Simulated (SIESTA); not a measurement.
Crystal: ZrC.

```
Zr C
1.0
     3.39148    0.00000    0.00000
    -1.69574    2.93710    0.00000
     0.00000    0.00000    5.29005
Zr C
2 2
Cartesian
  1.6957 0.9790 3.9675
  0.0000 1.9581 1.3225
  0.0000 0.0000 2.6450
  0.0000 0.0000 0.0000
```

The cell comes from a database or a generator and needn't be the stable form of this composition.

```yaml
Program: SIESTA 5.4.2
Task: single point
Functional: PBEsol
Potentials_or_basis: PseudoDojo 0.4 standard (PBEsol files)
Basis: DZP (energy shift 0.003 Ry; two zetas on semicore shells)
Grid_cutoff: 800 Ry
Energy_shift: 0.003 Ry
k_mesh: 9 × 9 × 5
Occupations: fermi-dirac, width 0.05 eV
Spin: no spin polarisation
```

On this cell: pressure -5.7 GPa; largest force under 0.003 eV/Å; band gap on the k mesh none (metal or under the smearing width).

The same run follows on a disturbed copy (atoms moved at random, drawn with an rms of 0.05 Å):

```
Zr C
1.0
     3.39148    0.00000    0.00000
    -1.69574    2.93710    0.00000
     0.00000    0.00000    5.29005
Zr C
2 2
Direct
  0.65650 0.33618 0.74578
  0.35343 0.68148 0.25339
  0.98932 0.99143 0.50103
  0.00190 0.99084 0.99757
```

Question: What does the disturbed cell give?

Answer: The energy (extrapolated to zero smearing) moves by +21.0 meV/atom; pressure -5.0 GPa; largest force 1.334 eV/Å; band gap on the k mesh none (metal or under the smearing width).

Forces in eV/Å, atoms in the order of the input:
```
Zr   0.529 -0.519  0.611
Zr  -0.651 -0.973 -0.641
C    0.262  0.782 -0.081
C   -0.141  0.709  0.110
```

Stress tensor (GPa, compression positive):
```
-5.50 -0.01  0.49
-0.01 -5.37  0.15
 0.49  0.15 -4.27
```

Caveats: the basis of atomic orbitals isn't converged, which shifts pressures, moduli and gaps.
